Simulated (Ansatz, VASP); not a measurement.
Two plane-wave programs on Zn

The input INCAR:

```
  ALGO = Normal
  EDIFF = 1E-6
  ENCUT = 520
  GGA = CA
  ISIF = 2
  ISMEAR = -1
  LASPH = T
  LCHARG = F
  LREAL = F
  LWAVE = F
  NBANDS = 12
  NELM = 60
  PREC = Accurate
  SIGMA = 0.05
```

The input KPOINTS:

```
k-points
0
Gamma
  7 7 7
```

The input POSCAR:

```
Zn
1.0
    0.0000000000      1.9647760000      1.9647760000
    1.9647760000      0.0000000000      1.9647760000
    1.9647760000      1.9647760000      0.0000000000
Zn
1
Direct
    0.0000000000      0.0000000000      0.0000000000
```

File input.yaml:

```yaml
crystal:
  lattice:
    - [0.0, 1.964776, 1.964776]
    - [1.964776, 0.0, 1.964776]
    - [1.964776, 1.964776, 0.0]
  atoms:
    - { symbol: Zn, position: [0.0, 0.0, 0.0] }
hamiltonian:
  xc: lda
  pseudopotentials: { kind: paw }
kpoints:
  mp_grid: { grid: [7, 7, 7] }
  band_path:
    path:
      - [[0.0, 0.0, 0.0], [0.5, 0.0, 0.5], [0.5, 0.25, 0.75], [0.375, 0.375, 0.75], [0.0, 0.0, 0.0], [0.5, 0.5, 0.5], [0.625, 0.25, 0.625], [0.5, 0.25, 0.75], [0.5, 0.5, 0.5], [0.375, 0.375, 0.75]]
      - [[0.625, 0.25, 0.625], [0.5, 0.0, 0.5]]
    npoints: 14
scf:
  occupations: { method: fermi_dirac, width: 0.05 }
  n_extra_bands: 6
output:
  forces: true
  stress: true
  eigenvalues: true
  fatbands: true
```

This isn't the form of Zn at room conditions, which is hcp.

Alike in both runs: functional LDA; k mesh 7 × 7 × 7; occupations fermi-dirac, width 0.05 eV; no spin polarisation.

```csv
,VASP,Ansatz
version,VASP 6.6.1,Ansatz 0.2.0
potentials or method,"VASP PAW LDA potentials, release 64 (Zn)",Ansatz PAW
plane-wave cutoff (eV),520,420
valence electrons in the cell,12,12
task,single point,band structure
```

```tsv
	VASP	Ansatz	Ansatz less VASP
gap on the k mesh at the Fermi level (eV)	none	none	-
pressure (GPa)	-8.7	-9.2	-0.50
```

A gap of «none» marks a metal or a gap that the smearing closes.

Caveats: the k mesh is coarse (spacing up to 0.40 Å⁻¹), so the values aren't converged; the PAW data sets come from PBE, with cores solved anew for the run's functional, which leaves a small shift of forces and pressure (Ansatz).
